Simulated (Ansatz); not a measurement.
# P: the change of pressure with volume scale

Results calculated with Ansatz 0.2.0, not measured. Periodic Kohn-Sham DFT of a crystal at fixed atoms, scaled to volume_scale times the given cell; pressure positive in compression, energy less spherical unpolarised free atoms, largest_vzz the field gradient of largest size among the nuclei.

The cell before it is scaled or strained (space group Fm-3m, No. 225):
```
cell vectors (Å)
   0.0000     1.9379     1.9379
   1.9379     0.0000     1.9379
   1.9379     1.9379     0.0000
atoms (fractions of the cell vectors)
P   0.00000  0.00000  0.00000
```

Settings of every row: method frozen-core PAW; functional PBE; relativity scalar; k mesh 20x20x20; filling fermi-dirac; smearing width 0.05 eV; wave cutoff 420 eV; paw set soft_2.

Atom start moment: 0 on all atoms.

Limits: the cell comes from a prototype or a list of computed structures and needn't be the stable phase.

```csv
row,volume scale,V (Å³/atom),pressure (GPa)
1,0.9405,13.689,6.198
2,0.98,14.264,1.915
3,1,14.555,?
4,1.02,14.847,-1.711
5,1.06,15.429,-4.741
```

Question: what pressure should row 3 give?

Worked fit of pressure. Take u = (V_r/V)^(2/3) − 1 with V_r = 14.555 Å³ an atom, which is twice the finite (Eulerian) strain; such expansions in the strain, on which the Birch-Murnaghan equation of state is built, carry the rest volume and the bulk modulus. The shown rows have u = 0.04174, 0.01355, -0.01315, -0.03813. Least squares give pressure = 0.0234 + 135.898 × u + 287.75 × u² GPa; a straight line predicts inner rows, each left out in turn, worse (root mean square 0.29 against 0.0062 GPa). The rows lie off it by 0.001, -0.003, 0.003, -0.001. The pressure vanishes at u = -0.0002, or V = 14.56 Å³ an atom, and there the bulk modulus at fixed shape and fractions is B = −V dP/dV = (2/3)(1 + u) dP/du = 90.5 GPa. The withheld row has u = 0, so the fit gives 0.0234 + 135.898 × (0) + 287.75 × (0)² = 0.023 GPa.

The calculation gave 0.039 GPa. The fit lies 0.016 GPa (41 % of the value, 0.15 % of the column's range) below it; its largest miss of a shown row is 0.003 GPa.
